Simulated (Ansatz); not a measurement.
A relaxation computed with Ansatz, from input to last step.

```yaml
crystal:
  lattice:
    - [5.0073626012, 0.0, 0.0]
    - [-2.5036813006, 4.3365032186, 0.0]
    - [0.0, 0.0, 4.2830364353]
  atoms:
    - { symbol: C, position: [0.6666666667, 0.3333333333, 0.185122652] }
    - { symbol: C, position: [0.3333333333, 0.6666666667, 0.185122652] }
    - { symbol: C, position: [0.6666666667, 0.3333333333, 0.814877348] }
    - { symbol: C, position: [0.3333333333, 0.6666666667, 0.814877348] }
    - { symbol: C, position: [0.5, 0.5, 0.3417299352] }
    - { symbol: C, position: [0.0, 0.5, 0.3417299352] }
    - { symbol: C, position: [0.5, 0.0, 0.3417299352] }
    - { symbol: C, position: [0.5, 0.5, 0.6582700648] }
    - { symbol: C, position: [0.5, 0.0, 0.6582700648] }
    - { symbol: C, position: [0.0, 0.5, 0.6582700648] }
basis:
  ecutwfc: 420
kpoints:
  mp_grid: { grid: [12, 12, 8] }
hamiltonian:
  xc: pbe
scf:
  occupations: { method: gaussian, width: 0.1 }
output:
  forces: true
  stress: true
  eigenvalues: true
relax:
  adjacent_minimum: "off"
  f_tol: 0.01
  max_steps: 30
  cell: { stress_tol: 0.1, fix: [volume] }
```

```bash
ansatz run input.yaml --threads 2 --pin off --max-ram 5120MiB --backend cpu --events-out ev --progress --plain --runs-dir out
```

The calculation used Ansatz 0.2.0, DFT PBE, scalar-relativistic, plane waves, PAW.

The volume is held at 1.1 times that of the relaxed cell.

Of 6 frames 5 are shown, positions in Å and forces in eV/Å; the SCF threshold varies from step to step. Steps run on the plane waves of an earlier cell, with a Pulay correction in the pressure. The basis is chosen afresh for the last frame, the zero of the energies, and at times for earlier ones too; energy and pressure step there, also at an unchanged geometry.

```xyz
10
Lattice="5.0074 0.0000 0.0000 -2.5037 4.3365 0.0000 0.0000 0.0000 4.2830" Properties=species:S:1:pos:R:3:forces:R:3 pbc="T T T" step=1 free_energy_over_end_meV_per_atom=1.23 pressure_GPa=-20.61
C     2.5037    1.4455    0.7929    0.0000    0.0000    0.1116
C     0.0000    2.8910    0.7929    0.0000    0.0000    0.1116
C     2.5037    1.4455    3.4901    0.0000    0.0000   -0.1116
C     0.0000    2.8910    3.4901    0.0000    0.0000   -0.1116
C     1.2518    2.1683    1.4636    0.0000    0.0000    0.5218
C    -1.2518    2.1683    1.4636    0.0000    0.0000    0.5218
C     2.5037    0.0000    1.4636    0.0000    0.0000    0.5218
C     1.2518    2.1683    2.8194    0.0000    0.0000   -0.5218
C     2.5037    0.0000    2.8194    0.0000    0.0000   -0.5218
C    -1.2518    2.1683    2.8194    0.0000    0.0000   -0.5218
10
Lattice="5.0188 0.0000 0.0000 -2.5094 4.3464 0.0000 0.0000 0.0000 4.2635" Properties=species:S:1:pos:R:3:forces:R:3 pbc="T T T" step=2 free_energy_over_end_meV_per_atom=0.19 pressure_GPa=-19.67
C     2.5094    1.4488    0.7927    0.0000    0.0000   -0.0712
C     0.0000    2.8976    0.7927    0.0000    0.0000   -0.0712
C     2.5094    1.4488    3.4709    0.0000    0.0000    0.0712
C     0.0000    2.8976    3.4709    0.0000    0.0000    0.0712
C     1.2547    2.1732    1.4580    0.0000    0.0000    0.2199
C    -1.2547    2.1732    1.4580    0.0000    0.0000    0.2199
C     2.5094    0.0000    1.4580    0.0000    0.0000    0.2199
C     1.2547    2.1732    2.8055    0.0000    0.0000   -0.2199
C     2.5094    0.0000    2.8055    0.0000    0.0000   -0.2199
C    -1.2547    2.1732    2.8055    0.0000    0.0000   -0.2199
10
Lattice="5.0163 0.0000 0.0000 -2.5081 4.3442 0.0000 0.0000 0.0000 4.2679" Properties=species:S:1:pos:R:3:forces:R:3 pbc="T T T" step=3 free_energy_over_end_meV_per_atom=0.02 pressure_GPa=-19.52
C     2.5081    1.4481    0.7933    0.0000    0.0000   -0.0304
C     0.0000    2.8961    0.7933    0.0000    0.0000   -0.0304
C     2.5081    1.4481    3.4745    0.0000    0.0000    0.0304
C     0.0000    2.8961    3.4745    0.0000    0.0000    0.0304
C     1.2541    2.1721    1.4616    0.0000    0.0000    0.0342
C    -1.2541    2.1721    1.4616    0.0000    0.0000    0.0342
C     2.5081    0.0000    1.4616    0.0000    0.0000    0.0342
C     1.2541    2.1721    2.8063    0.0000    0.0000   -0.0342
C     2.5081    0.0000    2.8063    0.0000    0.0000   -0.0342
C    -1.2541    2.1721    2.8063    0.0000    0.0000   -0.0342
10
Lattice="5.0159 0.0000 0.0000 -2.5079 4.3439 0.0000 0.0000 0.0000 4.2685" Properties=species:S:1:pos:R:3:forces:R:3 pbc="T T T" step=4 free_energy_over_end_meV_per_atom=0.02 pressure_GPa=-19.50
C     2.5079    1.4480    0.7932    0.0000    0.0000   -0.0100
C     0.0000    2.8959    0.7932    0.0000    0.0000   -0.0100
C     2.5079    1.4480    3.4753    0.0000    0.0000    0.0100
C     0.0000    2.8959    3.4753    0.0000    0.0000    0.0100
C     1.2540    2.1719    1.4621    0.0000    0.0000    0.0015
C    -1.2540    2.1719    1.4621    0.0000    0.0000    0.0015
C     2.5079    0.0000    1.4621    0.0000    0.0000    0.0015
C     1.2540    2.1719    2.8064    0.0000    0.0000   -0.0015
C     2.5079    0.0000    2.8064    0.0000    0.0000   -0.0015
C    -1.2540    2.1719    2.8064    0.0000    0.0000   -0.0015
10
Lattice="5.0160 0.0000 0.0000 -2.5080 4.3439 0.0000 0.0000 0.0000 4.2684" Properties=species:S:1:pos:R:3:forces:R:3 pbc="T T T" step=6 free_energy_over_end_meV_per_atom=0.00 pressure_GPa=-19.49
C     2.5080    1.4480    0.7931    0.0000    0.0000   -0.0028
C     0.0000    2.8960    0.7931    0.0000    0.0000   -0.0028
C     2.5080    1.4480    3.4753    0.0000    0.0000    0.0028
C     0.0000    2.8960    3.4753    0.0000    0.0000    0.0028
C     1.2540    2.1720    1.4621    0.0000    0.0000   -0.0005
C    -1.2540    2.1720    1.4621    0.0000    0.0000   -0.0005
C     2.5080    0.0000    1.4621    0.0000    0.0000   -0.0005
C     1.2540    2.1720    2.8063    0.0000    0.0000    0.0005
C     2.5080    0.0000    2.8063    0.0000    0.0000    0.0005
C    -1.2540    2.1720    2.8063    0.0000    0.0000    0.0005
```

It took 62 s on 2 threads of Intel(R) Xeon(R) Processor @ 2.70GHz, with other jobs on the host, peak memory 0.53 GiB.